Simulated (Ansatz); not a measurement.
**MgO in Ansatz: the effect of functional**

MgO:

```
Mg O
1.0
     0.00000    2.09700    2.09700
     2.09700    0.00000    2.09700
     2.09700    2.09700    0.00000
Mg O
1 1
Direct
  0.00000 0.00000 0.00000
  0.50000 0.50000 0.50000
```

The cell is a database's computed one.

Alike in all runs:

- Program: Ansatz 0.2.0
- Task: single point
- Potentials or basis: all-electron PAW datasets made for the crystal
- k mesh: 8 × 8 × 8
- Occupations: fermi-dirac, width 0.05 eV
- Spin: no spin polarisation

Q: One run gave: gap on the mesh 6.61 eV. Which functional did it use?
A. PBE
B. HSE06
C. PBEsol

A: B.

```tsv
functional	cutoff	gap on the mesh (eV)
PBE	360 eV	4.86
HSE06	430 eV	6.61
PBEsol	360 eV	4.76
```

A k mesh can miss the band edges.

Not every run made on this cell is shown here.
